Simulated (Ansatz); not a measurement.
# CdO: a single-point run

Wanted: a converged single-point run for CdO, and a check of what comes out. The structure is shown as the input types it.

Program: Ansatz 0.2.0. Level of theory: density functional or hybrid calculation with the settings of its input, plane waves. These are calculated values, not measurements.

3 further runs of the same task are left out: 3 that didn't finish.

## Step 1: The structure to begin with

The structure is cubic, space group Fm-3m (No. 225). Conventional cell: a = 4.706 Å, b = 4.706 Å, c = 4.706 Å, α = 90.00°, β = 90.00°, γ = 90.00°. Cd (site symmetry m-3m) is surrounded by 6 O at 2.35 Å. Around O (site symmetry m-3m) lie 6 Cd at 2.35 Å.

As a file:

```xyz
2
Lattice="0.0000 2.3530 2.3530 2.3530 0.0000 2.3530 2.3530 2.3530 0.0000" Properties=species:S:1:pos:R:3 pbc="T T T"
Cd    0.0000    0.0000    0.0000
O     2.3530    2.3530    2.3530
```

## Step 2: Running it

File input.yaml:

```yaml
crystal:
  lattice:
    - [0.0, 2.3530013821, 2.3530013821]
    - [2.3530013821, 0.0, 2.3530013821]
    - [2.3530013821, 2.3530013821, 0.0]
  atoms:
    - { symbol: Cd, position: [0.0, 0.0, 0.0] }
    - { symbol: O, position: [0.5, 0.5, 0.5] }
kpoints:
  mp_grid: { grid: [4, 4, 4] }
hamiltonian:
  xc: hse06
  pseudopotentials: { kind: uspp }
scf:
  occupations: { method: fermi_dirac, width: 0.02 }
  n_extra_bands: 4
output:
  forces: true
  stress: true
  eigenvalues: true
```

On the command line:

```bash
> ansatz run input.yaml --threads 4 --pin off --max-ram 3686MiB --backend cpu --events-out ev --progress --plain --runs-dir out
```

What happens when this is run?

The run ended at the input check. The line that matters: «line 13 column 29: unknown variant `uspp`, expected one of nc, nc_fr, paw, paw_fr, all_electron»

The suspect setting: scf.max_iter is missing. The key wants another kind of value (number, word, list or true/false) than the one typed.

Remedy: set scf.max_iter to 57.
